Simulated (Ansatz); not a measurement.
**Comparing deformations in Si7Ge**

Level of theory: DFT r2SCAN, scalar-relativistic, plane waves, PAW in Ansatz. The runs took a 500 eV cutoff, a Γ-centred 6×6×6 mesh and Gaussian smearing (0.05 eV). No spin polarisation. Energies are free energies at this smearing, counted from the undisturbed cell; pressure is positive in compression.

Reference structure (relaxed at this level; it needn't be the usual structure):

```
Si Ge
1.0
     5.46797    0.00000    0.00000
     0.00000    5.46797    0.00000
     0.00000    0.00000    5.46797
Si Ge
7 1
Direct
  0.25243 0.25243 0.25243
  0.00000 0.50000 0.50000
  0.50000 0.50000 0.00000
  0.50000 0.00000 0.50000
  0.74757 0.25243 0.74757
  0.74757 0.74757 0.25243
  0.25243 0.74757 0.74757
  0.00000 0.00000 0.00000
```

The cell is strained by ε times a Voigt pattern (xx, yy, zz, yz, xz, xy; engineering shear) with fractional coordinates fixed. τ = (1/V0) dE/dε comes from the stress tensor. Of each scan, only the three points used here are listed.

| pattern | ε | τ (GPa) |
| --- | --- | --- |
| (0, 1, 0, 0, 0, 0) | -0.0250 | -4.21 |
| (0, 1, 0, 0, 0, 0) | 0.0000 | -0.03 |
| (0, 1, 0, 0, 0, 0) | 0.0250 | 3.95 |
| (1, 1, 0, 0, 0, 0) | -0.0250 | -12.14 |
| (1, 1, 0, 0, 0, 0) | 0.0000 | -0.06 |
| (1, 1, 0, 0, 0, 0) | 0.0250 | 10.18 |
| (0, 0, 1, 0, 0, 0) | -0.0250 | -4.21 |
| (0, 0, 1, 0, 0, 0) | 0.0000 | -0.03 |
| (0, 0, 1, 0, 0, 0) | 0.0250 | 3.95 |

Q: Which constants do the scans give, and which deformation costs least for the same size of strain tensor?

A: The slope dτ/dε at zero (parabola through three points) is pᵀCp: (0, 1, 0, 0, 0, 0) gives C11 = 163 GPa; (1, 1, 0, 0, 0, 0) gives 2(C11 + C12) = 447 GPa; (0, 0, 1, 0, 0, 0) gives C11 = 163 GPa. The size of the strain tensor, ε:ε, is ε² times 1.0, 2.0, 1.0. Per unit of it the stiffnesses are 163, 223, 163 GPa, so (0, 1, 0, 0, 0, 0) is the softest of these, level with (0, 0, 1, 0, 0, 0) (alike by symmetry): at ε:ε = (1 %)² the quadratic term costs 1.04 meV/atom against 1.42 for the stiffest. These are clamped-ion values.

Q: What else follows for this cubic crystal?

A: From the unrounded slopes C11 = 163.1 and C12 = 60.1 GPa, so B = (C11 + 2 C12)/3 = 94 GPa and the Poisson ratio for a pull along a cube edge is C12/(C11 + C12) = 0.27.

Forces appear on the atoms along this scan, and letting them relax would lower the energy and soften the response. The gap closes along the scan, which can put kinks into the curve.